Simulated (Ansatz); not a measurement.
Wurtzite NaF (it has left that coordination), relaxed with r2SCAN in the PAW code Ansatz: the symmetry is P6_3/mmc (No. 194, hexagonal); a = 3.868 Å, c = 4.551 Å in the conventional setting, 14.74 Å³ an atom. Na has 5 F at 2.23–2.28 Å; F has 5 Na at 2.23–2.28 Å. The primitive cell holds 4 atoms in 58.97 Å³. The calculation is spin-unpolarised, and the structure need not be a phase that has been made.

Computed values: PBE gives a gap of 5.69 eV and PBE0 (25 % exact exchange) 8.52 eV; one over PBE's mean ε∞ is 0.574. HSE06 (6×6×4) gives a least gap of 7.74 eV, direct. r2SCAN's ε∞ is 1.69. PBEsol's static dielectric constant, on its own cell and averaged over directions, is 3.9.

Taking the gap as linear in the share of unscreened exchange, estimate the gap of the hybrid whose share is 1/ε∞.
The slope is (8.52 − 5.69)/0.25 = 11.32 eV per unit share, so E_g ≈ 5.69 + 11.32 × 0.574 = 12.19 eV. The run with that share gives 12.32 eV (6×6×4 mesh), +0.13 eV from the straight line.

At what wavelength does absorption set in by HSE06, excitons left aside?
λ = 1239.84 eV nm/E: 160 nm for the least gap. That lies in the ultraviolet, so by this gap the crystal is transparent to visible light.

What refractive index and reflectivity at normal incidence follow, below the gap and above the phonons?
n = √1.69 = 1.300; R = ((n − 1)/(n + 1))² = (0.300/2.300)² = 1.7 % a face.

As a gate dielectric 5 nm thick, what equivalent oxide thickness and capacitance would it have, with 3.9 for amorphous SiO₂?
EOT = t × 3.9/κ = 5 × 3.9/3.9 = 5.00 nm; C/A = ε₀κ/t = 8.854 × 3.9/5 = 6.9 fF/µm². This takes the ideal crystal's mean κ, without interface layers; the tensor is anisotropic (3.7, 3.7, 4.3), so an oriented film differs.

The meshes of the hybrids are coarse, so their gaps aren't converged to the digits shown.
